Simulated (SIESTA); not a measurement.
Sb:

```
Sb
1.0
     3.16000    0.00000    0.00000
     0.00000    3.16000    0.00000
     0.00000    0.00000    3.16000
Sb
1
Direct
  0.00000 0.00000 0.00000
```

This isn't the form of Sb at room conditions, which is rhombohedral.

* Program: SIESTA 5.4.2
* Task: relaxation of cell and atoms
* Functional: vdW-DF-cx
* Potentials or basis: PseudoDojo 0.4 standard (PBE files)
* Basis: DZP (energy shift 0.003 Ry; two zetas on semicore shells)
* Grid cutoff: 500 Ry
* Energy shift: 0.003 Ry
* k mesh: 8 × 8 × 8
* Occupations: fermi-dirac, width 0.05 eV
* Spin: no spin polarisation

At the start: pressure -2.9 GPa; volume 31.55 Å³/atom.

How do energy, volume and symmetry change on relaxing?

Over 3 steps the energy falls by 16.7 meV/atom and the volume is 29.85 Å³/atom (-5.4 %); space group Pm-3m (No. 221, to 0.05 Å).

Step by step:
```csv
step,energy change (eV),largest force (eV/Å),pressure (GPa),volume (Å³)
1,0.0000,0.0000,-2.93,31.55
2,-0.0008,0.0000,-2.86,31.51
3,-0.0167,0.0000,-0.04,29.85
```

Final structure:
```cif
data_structure
_symmetry_space_group_name_H-M 'P 1'
_symmetry_Int_Tables_number 1
_cell_length_a 3.1020
_cell_length_b 3.1020
_cell_length_c 3.1020
_cell_angle_alpha 90.000
_cell_angle_beta 90.000
_cell_angle_gamma 90.000
_cell_volume 29.85
loop_
_atom_site_label
_atom_site_type_symbol
_atom_site_fract_x
_atom_site_fract_y
_atom_site_fract_z
_atom_site_occupancy
Sb1 Sb 0.00000 0.00000 0.00000 1
```

Caveat: the potentials were made for another functional, which shifts forces and pressure; the basis of atomic orbitals isn't converged, which shifts pressures, moduli and gaps.
